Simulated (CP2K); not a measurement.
# AlN under changes of volume

One of the cells (8.421 Å³/atom); the others are scaled copies at fixed shape and fractional positions:

```
Al N
1.0
     2.87724    0.00000    0.00000
     1.43862    2.49177    0.00000
     1.43862    0.83059    2.34926
Al N
1 1
Direct
  0.50000 0.50000 0.50000
  0.00000 0.00000 0.00000
```

Measurements of this composition are mostly on another form, of space group No. 186.

| Property | Result |
| --- | --- |
| Program | CP2K 2026.2 |
| Functional | r2SCAN |
| Potentials or basis | POTENTIAL_UZH Al GTH-SCAN-q3, N GTH-SCAN-q5; TZVP-MOLOPT-SCAN-GTH basis |
| Density cutoff | 9184 eV |
| k mesh | 11 × 11 × 11 |
| Occupations | fermi-dirac, width 0.0259 eV |
| Spin | no spin polarisation |

```tsv
volume (Å³/atom)	energy over the lowest point (meV/atom)	pressure (GPa)	gap on the mesh (eV)
7.916	?	?	?
8.085	0.17	3.0	5.61
8.253	0.00	-2.5	5.41
8.421	5.32	-7.5	5.21
8.590	15.62	-12.0	5.02
8.758	30.43	-16.1	4.84
8.927	49.33	-19.8	4.66
```

What does the run at 7.916 Å³/atom give?

Energy over the lowest point 6.47 meV/atom; pressure 9.1 GPa; gap on the mesh 5.82 eV.

Worked out: A Birch-Murnaghan fit of order 3 (a polynomial in V^(-2/3)) to the other rows has its minimum at 8.17 Å³/atom with B0 = V·E''(V) = 267 GPa and B' = 4.0. It gives 6.47 meV/atom at 7.916 Å³/atom, against the run's 6.47, and -dE/dV = 9.1 GPa, against 9.1. A straight line through the other rows of the gap, of slope -9.59 eV per unit of ln V, extrapolates to 5.81 eV, against the run's 5.82.

Energies are extrapolated to zero smearing.

Caveats: an odd mesh through Γ misses points on the zone boundary, where band edges often lie; the basis of atomic orbitals isn't converged, which shifts pressures, moduli and gaps.
